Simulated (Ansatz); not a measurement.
# armchair graphene nanoribbon (N = 7, H edges): bands by functional and under strain, part 3 of 4

Wanted: the relaxed geometry and the bands of the armchair graphene nanoribbon (N = 7, H edges).

The experiment to be reproduced. Scanning tunnelling spectroscopy of long 7-armchair ribbons on Au(111) gives a gap of 2.3 eV (Talirz et al., ChemPhysChem (2019), arXiv:1910.01385).

Ansatz 0.2.0; DFT PBE, plane waves, PAW; relaxation of a wire's period (the session's first sound run).

So far, band gap (eV): step 3 (the perfect wire, PBE) 1.57; step 4 (levels at the same atoms, level LDA, cutoff 420 eV, LDA PBE) 1.57; step 5 (levels at the same atoms, level RPBE, cutoff 420 eV, RPBE PBE) 1.57; step 6 (levels at the same atoms, level r2SCAN, cutoff 500 eV, r2SCAN PBE) 1.68. Also slowest decay in the lead at the energy nearest the Fermi level (Å⁻¹): step 3 0.128.

## 7. Another level of theory, level HSE06, cutoff 420 eV

This step: DFT HSE06, plane waves, PAW; levels of a perfect wire at the PBE geometry (Ansatz 0.2.0).

The atoms stay at the PBE geometry and the functional changes. HSE06 mixes in a quarter of short-range exact exchange, which removes part of the self-interaction that closes gaps; it is dear, so the mesh is thinner and no path is run. Against the first PBE run of this kind, the mesh along the wire has 10 points against 19.

input.yaml reads:

```yaml
crystal:
  lattice:
    - [16.232, 0.0, 0.0]
    - [0.0, 7.0, 0.0]
    - [0.0, 0.0, 4.2998217765]
  atoms:
    - { symbol: C, position: [0.273844157, 0.5, 0.007367024] }
    - { symbol: C, position: [0.423835607, 0.5, 0.999743312] }
    - { symbol: C, position: [0.576164393, 0.5, 0.999743312] }
    - { symbol: C, position: [0.726155843, 0.5, 0.007367024] }
    - { symbol: C, position: [0.273844157, 0.5, 0.325966309] }
    - { symbol: C, position: [0.423835607, 0.5, 0.333590021] }
    - { symbol: C, position: [0.576164393, 0.5, 0.333590021] }
    - { symbol: C, position: [0.726155843, 0.5, 0.325966309] }
    - { symbol: H, position: [0.214810741, 0.5, 0.445613399] }
    - { symbol: H, position: [0.785189259, 0.5, 0.445613399] }
    - { symbol: C, position: [0.348109847, 0.5, 0.499145217] }
    - { symbol: C, position: [0.5, 0.5, 0.501346876] }
    - { symbol: C, position: [0.651890153, 0.5, 0.499145217] }
    - { symbol: C, position: [0.348109847, 0.5, 0.834188117] }
    - { symbol: C, position: [0.5, 0.5, 0.831986457] }
    - { symbol: C, position: [0.651890153, 0.5, 0.834188117] }
    - { symbol: H, position: [0.214810741, 0.5, 0.887719934] }
    - { symbol: H, position: [0.785189259, 0.5, 0.887719934] }
kpoints:
  mp_grid: { grid: [1, 1, 10] }
scf:
  occupations: { method: fermi_dirac, width: 0.05 }
hamiltonian:
  xc: hse06
```

Launch:

```console
$ ansatz run input.yaml --threads 8 --pin off --max-ram 16384MiB --backend cpu --events-out ev --progress --plain --runs-dir out
```

Numbers of over 12 decimals in the logs are rounded to 6 here.

The program printed:

```text
exact exchange: scf.exx.singularity resolves to wigner_seitz, which cuts the screened interaction at the faces of the exchange supercell's Wigner-Seitz cell, so that each pair interacts once, at the shortest of its separations (the periodic images that this leaves out come, for a point-like exchange hole, to about 0.041 eV on a filled level). The cut falls within the interaction's reach, and what an exchange supercel [...]
[...]
Crystal: 18 atoms, lattice volume = 488.563 Å³
[...]
Fermi energy:    -0.965529 eV
[...]
--- Band table (eV; the first three rows and the last of 6) ---
  k-point 0: bands = [... 26 lower, -4.3596, -3.4131, -2.1789, -1.9716, 0.0499]
  k-point 1: bands = [... 26 lower, -4.3314, -3.8201, -2.7071, -2.2382, 0.2570]
  k-point 2: bands = [... 26 lower, -4.7009, -4.2697, -3.6591, -2.8387, 0.7110]
  k-point 5: bands = [... 26 lower, -6.2740, -5.1165, -4.7331, -3.9739, 1.3078]
  guard bands above this table: 17 of the run's 48 bands. The solve was not asked for them (output.publish_guard_bands: true or output.eigenvalues: true publishes all)
[key lines of the parts left out:]
Free energy (F): -3576.508990 eV
```

It took 39 s on 8 threads of Arm Neoverse N1, shared host; peak memory 5.9 GiB; 4.7 min of CPU time.

The gap is 2.02 eV, against 1.57 eV under PBE at the relaxed period.

## 8. Another level of theory, level PBE0, cutoff 420 eV

This step: DFT PBE0, plane waves, PAW; levels of a perfect wire at the PBE geometry (Ansatz 0.2.0).

The atoms stay at the PBE geometry and the functional changes. PBE0 keeps a quarter of exact exchange at all ranges, so it opens gaps further than HSE06. Against the first PBE run of this kind, the mesh along the wire has 10 points against 19.

input.yaml: that of step 7 with these lines changed.

```diff
@@ -29,2 +29,2 @@
 hamiltonian:
-  xc: hse06
+  xc: pbe0
```

The program printed:

```text
[...]
Crystal: 18 atoms, lattice volume = 488.563 Å³
Basis set: ecut = 420 eV, 9567 PW (Γ)
Bands: 48, of which v1, the nominal top of the filled ones, is band 30 counted from 1 (29 counted from 0)
Symmetry: 8 space group operations
[...]
k-points: 6 of 10
[...]
SCF iter   1: F=—  HF=-3576.433847 eV  |F-HF|=—  |Δ(HF+E_count)|=         —  Δρ=2.57e-3  dr2=1.17e-1  ethr=1.77e-3  ⟨swp⟩=12.2  Hψ=1699  notcnv=0
[...]
Frozen-core exchange: fock
[...]
Internal energy: -3577.252393 eV  (E = F + TS)
E sigma→0 (E₀):  -3577.252393 eV
Fermi energy:    -0.969911 eV
[...]
--- Band table (eV; the first three rows and the last of 6) ---
  k-point 0: bands = [... 26 lower, -4.7562, -3.7787, -2.4875, -2.2758, 0.3450]
  k-point 1: bands = [... 26 lower, -4.7272, -4.1957, -3.0406, -2.5614, 0.5693]
  k-point 2: bands = [... 26 lower, -5.0964, -4.6650, -4.0317, -3.1940, 1.0518]
  k-point 5: bands = [... 26 lower, -6.6894, -5.5230, -5.1283, -4.3595, 1.6736]
[...]
[key lines of the parts left out:]
Free energy (F): -3577.252393 eV
```

Elapsed: 40 s, on 8 threads; peak memory 5.9 GiB; 4.9 min of CPU time.

The gap is 2.62 eV, against 1.57 eV under PBE at the relaxed period.

## 9. Side by side

Times are for 8 threads of Arm Neoverse N1, shared host. The runs compared:

| no. | level | band gap (eV) | time | memory (GiB) |
| --- | --- | --- | --- | --- |
| 1 | LDA | 1.570 | 12 s | 1.4 |
| 2 | RPBE | 1.575 | 12 s | 1.5 |
| 3 | r2SCAN | 1.676 | 23 s | 2.3 |
| 4 | HSE06 | 2.022 | 39 s | 5.9 |
| 5 | PBE0 | 2.621 | 40 s | 5.9 |

## 10. At a strained period, period over the relaxed period 1.03, k-mesh 1×1×14

This step: DFT PBE, plane waves, PAW; relaxation at a fixed period (Ansatz 0.2.0).

The period is set to 1.03 times the relaxed one and the atoms relax within it: strain changes bond lengths and angles, which shifts the bands against each other. Against the first PBE run of this kind, the mesh along the wire has 14 points against 19.

The cell differs from the one that the last finished run ended in (c 4.300 → 4.429 Å).

input.yaml: that of step 8 with these lines changed.

```diff
@@ -4,3 +4,3 @@
     - [0.0, 7.0, 0.0]
-    - [0.0, 0.0, 4.2998217765]
+    - [0.0, 0.0, 4.4288164297]
   atoms:
@@ -25,3 +25,4 @@
 kpoints:
-  mp_grid: { grid: [1, 1, 10] }
+  mp_grid: { grid: [1, 1, 14] }
+  band_path: { path: ["Γ", Z], npoints: 50 }
 scf:
@@ -29,2 +30,7 @@
 hamiltonian:
-  xc: pbe0
+  xc: pbe
+relax:
+  max_steps: 40
+  f_tol: 0.02
+output:
+  stress: true
```

The program printed:

```text
Warning: output.stress: scf.convergence.dr2_threshold = 1e-7 eV (the SCF's general default) is looser than the 1.8e-9 eV advised for a printed stress (1e-10 eV for each atom of the cell: 18). What an SCF threshold leaves in a stress goes as its square root, and in the free energy as the threshold itself, and one threshold admits the most on a small cell: [figures from the program's tests cut] Every solve of this run  [...]
[...]
Crystal: 18 atoms, lattice volume = 503.220 Å³
Basis set: ecut = 420 eV, 9831 PW (Γ), exchange–correlation on 240×96×60 points (8 copies of the dense FFT grid, shifted against one another)
Bands: 48, of which v1, the nominal top of the filled ones, is band 30 counted from 1 (29 counted from 0)
Symmetry: 8 space group operations
[...]
k-points: 8 of 14
[...]
SCF iter   1: F=—  HF=-3576.089354 eV  |F-HF|=—  |Δ(HF+E_count)|=         —  Δρ=2.47e-3  dr2=1.09e-1  ethr=1.77e-3  ⟨swp⟩=8.2  Hψ=2091  notcnv=0  defer=66
[...]
SCF iter   6: F=-3576.065982 eV  HF=-3576.065982 eV  |F-HF|=2.48e-7  |Δ(HF+E_count)|=   1.30e-5  Δρ=2.58e-5  dr2=2.55e-6  ethr=1.67e-8  ⟨swp⟩=5.0  Hψ=1190  notcnv=0
SCF 1 converged in 6 iterations: F = -3576.065982 eV  dr2 = 2.55e-6
[...]
relax step   1: F+E_penalty+E_count = -3576.06598201 eV  Δ(F+E_penalty+E_count) = +0.000e0 eV  max|allowed force component| = 8.546e-1 eV/Å  Δτ_max = 0.0000 Å  (6 SCF iters, dr2 threshold 1.00e-5 eV, accepted)
[...]
SCF iter   5: F=-3576.116598 eV  HF=-3576.116601 eV  |F-HF|=3.48e-6  |Δ(HF+E_count)|=   2.46e-6  Δρ=5.92e-5  dr2=1.25e-5  ethr=7.61e-8  ⟨swp⟩=3.0  Hψ=1339  notcnv=0
SCF 2 converged in 5 iterations: F = -3576.116598 eV  dr2 = 1.25e-5
[...]
relax step   2: F+E_penalty+E_count = -3576.11659797 eV  Δ(F+E_penalty+E_count) = -5.062e-2 eV  max|allowed force component| = 2.776e-1 eV/Å  Δτ_max = 0.0319 Å  (5 SCF iters, dr2 threshold 4.57e-5 eV, accepted)
SCF iter   1: F=—  HF=-3576.122898 eV  |F-HF|=—  |Δ(HF+E_count)|=         —  Δρ=1.19e-3  dr2=4.73e-3  ethr=8.07e-5  ⟨swp⟩=3.5  Hψ=863  notcnv=0  defer=86
[...]
SCF iter   5: F=-3576.121872 eV  HF=-3576.121873 eV  |F-HF|=7.20e-7  |Δ(HF+E_count)|=   2.29e-6  Δρ=1.89e-5  dr2=1.78e-6  ethr=8.03e-9  ⟨swp⟩=5.0  Hψ=1257  notcnv=0
SCF 3 converged in 5 iterations: F = -3576.121872 eV  dr2 = 1.78e-6
[...]
relax step   3: F+E_penalty+E_count = -3576.12187185 eV  Δ(F+E_penalty+E_count) = -5.274e-3 eV  max|allowed force component| = 4.858e-2 eV/Å  Δτ_max = 0.0134 Å  (5 SCF iters, dr2 threshold 4.82e-6 eV, accepted)
SCF iter   1: F=—  HF=-3576.121886 eV  |F-HF|=—  |Δ(HF+E_count)|=         —  Δρ=1.60e-4  dr2=9.08e-5  ethr=1.39e-6  ⟨swp⟩=2.5  Hψ=741  notcnv=0  defer=86
[...]
SCF iter   5: F=-3576.121946 eV  HF=-3576.121946 eV  |F-HF|=7.67e-8  |Δ(HF+E_count)|=   3.12e-8  Δρ=2.57e-6  dr2=9.27e-8  ethr=1.67e-10  ⟨swp⟩=5.0  Hψ=1224  notcnv=0
SCF 4 converged in 5 iterations: F = -3576.121946 eV  dr2 = 9.27e-8
relax step   4: F+E_penalty+E_count = -3576.12194569 eV  Δ(F+E_penalty+E_count) = -7.384e-5 eV  max|allowed force component| = 1.655e-2 eV/Å  Δτ_max = 0.0018 Å  (5 SCF iters, accepted)
[...]
the band table was solved once a step of the walk had ended and its energy, with any forces and stress, was formed, with the checks that follow a solve (2997 applications of the Hamiltonian). They found nothing against the state; the energy, forces and stress were not computed again (output.eigenvalues in the input reference)
[...]
SCF converged after 5 iterations
Free energy (F): -3576.121946 eV
[...]
Internal energy: -3576.121945 eV  (E = F + TS)
E sigma→0 (E₀):  -3576.121945 eV
Entropy (-TS):   -0.000001 eV (-0.000 meV/atom)
Fermi energy:    -1.102616 eV
[...]
--- Forces (eV/Å), atoms counted from 1 ---
  atom   1  C      0.00149744    -0.00000000     0.01654627
  atom   2  C      0.00196590    -0.00000000     0.00022644
  atom   3  C     -0.00196590    -0.00000000     0.00022644
  atom   4  C     -0.00149744     0.00000000     0.01654627
  atom   5  C      0.00149744    -0.00000000    -0.01654627
  atom   6  C      0.00196590     0.00000000    -0.00022644
  atom   7  C     -0.00196590     0.00000000    -0.00022644
  atom   8  C     -0.00149744     0.00000000    -0.01654627
  atom   9  H      0.00321216    -0.00000000     0.00408808
  atom  10  H     -0.00321216    -0.00000000     0.00408808
  atom  11  C     -0.00585440    -0.00000000    -0.00516944
  atom  12  C     -0.00000000    -0.00000000    -0.00164614
  atom  13  C      0.00585440    -0.00000000    -0.00516944
  atom  14  C     -0.00585440     0.00000000     0.00516944
  atom  15  C      0.00000000     0.00000000     0.00164614
  atom  16  C      0.00585440     0.00000000     0.00516944
  atom  17  H      0.00321216     0.00000000    -0.00408808
  atom  18  H     -0.00321216     0.00000000    -0.00408808
  max |Σ_I F_I| component: 3.47e-18 eV/Å
--- Stress (GPa, compression-positive) ---
       -0.011455      -0.000000       0.000000
       -0.000000       0.113022      -0.000000
        0.000000      -0.000000      -6.442900
  P = ⅓ Tr σ = -2.1138 GPa (-21.138 kbar)
--- Band table (eV; the first three rows and the last of 8) ---
  k-point 0: bands = [... 26 lower, -3.6971, -3.2840, -2.2387, -1.7296, -0.4735, -0.1767, 0.4280, 1.6539, ... 14 higher]
  k-point 1: bands = [... 26 lower, -3.6856, -3.4514, -2.4559, -1.8740, -0.3457, 0.0560, 0.6335, 1.6909, ... 14 higher]
  k-point 2: bands = [... 26 lower, -3.8674, -3.6563, -2.9313, -2.2054, -0.0598, 0.5791, 1.1631, 1.5641, ... 14 higher]
  k-point 7: bands = [... 26 lower, -5.4539, -4.4276, -4.0856, -3.3790, 0.7650, 1.7240, 2.0542, 3.3900, ... 14 higher]
--- Relaxed structure (4 steps of the walk, 4 accepted, 0 SCFs on fresh bases) ---
  F+E_penalty+E_count = -3576.12194569 eV   max|allowed force component| = 1.655e-2 eV/Å
  atoms:
    - { symbol: C, position: [0.275367, 0.5, 0.010225] }
    - { symbol: C, position: [0.424194, 0.5, 1.000208] }
    - { symbol: C, position: [0.575806, 0.5, 1.000208] }
    - { symbol: C, position: [0.724633, 0.5, 0.010225] }
    - { symbol: C, position: [0.275367, 0.5, 0.323108] }
    - { symbol: C, position: [0.424194, 0.5, 0.333126] }
    - { symbol: C, position: [0.575806, 0.5, 0.333126] }
    - { symbol: C, position: [0.724633, 0.5, 0.323108] }
    - { symbol: H, position: [0.215677, 0.5, 0.435747] }
    - { symbol: H, position: [0.784323, 0.5, 0.435747] }
    - { symbol: C, position: [0.348699, 0.5, 0.499889] }
    - { symbol: C, position: [0.500000, 0.5, 0.502019] }
    - { symbol: C, position: [0.651301, 0.5, 0.499889] }
    - { symbol: C, position: [0.348699, 0.5, 0.833444] }
    - { symbol: C, position: [0.500000, 0.5, 0.831315] }
    - { symbol: C, position: [0.651301, 0.5, 0.833444] }
    - { symbol: H, position: [0.215677, 0.5, 0.897586] }
    - { symbol: H, position: [0.784323, 0.5, 0.897586] }
```

The job ended after 20 s (8 threads; peak memory 1.5 GiB; 2.4 min of CPU time).

Step by step:

| step | energy less that of the first step (eV) | largest force component (eV/Å) |
| --- | --- | --- |
| 1 | 0.0000 | 0.8546 |
| 2 | -0.0506 | 0.2776 |
| 3 | -0.0559 | 0.0486 |
| 4 | -0.0560 | 0.0165 |

Forces are held to the 8 operations that the run works with; a distortion that breaks them can't arise in this run.

The atoms that moved most (Å):

| atom | dx | dy | dz | length |
| --- | --- | --- | --- | --- |
| H17 | 0.014 | 0.000 | 0.044 | 0.046 |
| H18 | -0.014 | 0.000 | 0.044 | 0.046 |
| H9 | 0.014 | 0.000 | -0.044 | 0.046 |
| H10 | -0.014 | 0.000 | -0.044 | 0.046 |
| C1 | 0.025 | 0.000 | 0.013 | 0.028 |
| C4 | -0.025 | 0.000 | 0.013 | 0.028 |
| C5 | 0.025 | 0.000 | -0.013 | 0.028 |
| C8 | -0.025 | 0.000 | -0.013 | 0.028 |

The relaxed structure:

```xyz
18
Lattice="16.2320 0.0000 0.0000 0.0000 7.0000 0.0000 0.0000 0.0000 4.4288" Properties=species:S:1:pos:R:3
C     4.4698    3.5000    0.0453
C     6.8855    3.5000    4.4297
C     9.3465    3.5000    4.4297
C    11.7622    3.5000    0.0453
C     4.4698    3.5000    1.4310
C     6.8855    3.5000    1.4754
C     9.3465    3.5000    1.4754
C    11.7622    3.5000    1.4310
H     3.5009    3.5000    1.9298
H    12.7311    3.5000    1.9298
C     5.6601    3.5000    2.2139
C     8.1160    3.5000    2.2233
C    10.5719    3.5000    2.2139
C     5.6601    3.5000    3.6912
C     8.1160    3.5000    3.6817
C    10.5719    3.5000    3.6912
H     3.5009    3.5000    3.9752
H    12.7311    3.5000    3.9752
```

Numbers from this step:

- band gap: 1.256 eV

Electronic bands along the path, in eV, zero at the Fermi level:

| point | band 27 | band 28 | band 29 | band 30 | band 31 | band 32 | band 33 | band 34 |
| --- | --- | --- | --- | --- | --- | --- | --- | --- |
| Γ | -2.59 | -2.18 | -1.14 | -0.63 | 0.63 | 0.93 | 1.53 | 2.76 |
| halfway | -3.56 | -2.74 | -2.40 | -1.72 | 1.57 | 2.32 | 2.67 | 3.21 |
| Z | -4.35 | -3.33 | -2.98 | -2.28 | 1.87 | 2.83 | 3.16 | 4.49 |

The gap is 1.26 eV, against 1.57 eV under PBE at the relaxed period.

## 11. Strain along the wire, period over the relaxed period 0.97, k-mesh 1×1×15

The period is set to 0.97 times the relaxed one and the atoms relax within it: strain changes bond lengths and angles, which shifts the bands against each other. Against the first PBE run of this kind, the mesh along the wire has 15 points against 19.

The cell differs from the one that the last finished run ended in (c 4.429 → 4.171 Å).

input.yaml: that of step 10 with these lines changed.

```diff
@@ -4,3 +4,3 @@
     - [0.0, 7.0, 0.0]
-    - [0.0, 0.0, 4.4288164297]
+    - [0.0, 0.0, 4.1708271232]
   atoms:
@@ -25,3 +25,3 @@
 kpoints:
-  mp_grid: { grid: [1, 1, 14] }
+  mp_grid: { grid: [1, 1, 15] }
   band_path: { path: ["Γ", Z], npoints: 50 }
```

The program printed:

```text
[...]
Crystal: 18 atoms, lattice volume = 473.906 Å³
Basis set: ecut = 420 eV, 9221 PW (Γ), exchange–correlation on 240×96×60 points (8 copies of the dense FFT grid, shifted against one another)
Bands: 48, of which v1, the nominal top of the filled ones, is band 30 counted from 1 (29 counted from 0)
Symmetry: 8 space group operations
[...]
- { symbol: C, position: [0.347345, 0.500000, 0.497891] }
    - { symbol: C, position: [0.5, 0.500000, 0.500140] }
    - { symbol: C, position: [0.652655, 0.500000, 0.497891] }
    - { symbol: C, position: [0.347345, 0.500000, 0.835442] }
    - { symbol: C, position: [0.5, 0.500000, 0.833193] }
    - { symbol: C, position: [0.652655, 0.500000, 0.835442] }
    - { symbol: H, position: [0.213689, 0.500000, 0.878665] }
    - { symbol: H, position: [0.786311, 0.500000, 0.878665] }
[key lines of the parts left out:]
SCF converged after 5 iterations
Free energy (F): -3576.085056 eV
Fermi energy:    -0.761316 eV
P = ⅓ Tr σ = 2.5738 GPa (25.738 kbar)
```

It took 19 s on 8 threads; peak memory 1.5 GiB.

Relaxation path:

| step | energy less that of the first step (eV) | largest force component (eV/Å) |
| --- | --- | --- |
| 1 | 0.0000 | 1.2722 |
| 2 | -0.0656 | 0.3275 |
| 3 | -0.0735 | 0.0603 |
| 4 | -0.0737 | 0.0106 |

Forces are held to the 8 operations that the run works with; a distortion that breaks them can't arise in this run.

The atoms that moved most (Å):

| atom | dx | dy | dz | length |
| --- | --- | --- | --- | --- |
| H9 | -0.018 | 0.000 | 0.038 | 0.042 |
| H10 | 0.018 | 0.000 | 0.038 | 0.042 |
| H17 | -0.018 | 0.000 | -0.038 | 0.042 |
| H18 | 0.018 | 0.000 | -0.038 | 0.042 |
| C8 | 0.027 | 0.000 | 0.012 | 0.030 |
| C5 | -0.027 | 0.000 | 0.012 | 0.030 |
| C4 | 0.027 | 0.000 | -0.012 | 0.030 |
| C1 | -0.027 | 0.000 | -0.012 | 0.030 |

Final coordinates:

```xyz
18
Lattice="16.2320 0.0000 0.0000 0.0000 7.0000 0.0000 0.0000 0.0000 4.1708" Properties=species:S:1:pos:R:3
C     4.4176    3.5000    0.0183
C     6.8727    3.5000    4.1653
C     9.3593    3.5000    4.1653
C    11.8144    3.5000    0.0183
C     4.4176    3.5000    1.3720
C     6.8727    3.5000    1.3958
C     9.3593    3.5000    1.3958
C    11.8144    3.5000    1.3720
H     3.4686    3.5000    1.8963
H    12.7634    3.5000    1.8963
C     5.6381    3.5000    2.0766
C     8.1160    3.5000    2.0860
C    10.5939    3.5000    2.0766
C     5.6381    3.5000    3.4845
C     8.1160    3.5000    3.4751
C    10.5939    3.5000    3.4845
H     3.4686    3.5000    3.6648
H    12.7634    3.5000    3.6648
```

Numbers from this step:

- band gap: 1.601 eV

The gap is 1.60 eV, against 1.57 eV under PBE at the relaxed period.

(Part 3 of 4 ends here.)

[Logs are printed without paths, hosts, clocks, repeated set-up lines and the standing remarks that a program may print on its own settings, such as how far it seeks lower states.]

[Hosts, paths, dates, database ids (printed as entryN), source tags and the programs' standing remarks are cut or masked in the printed files.]
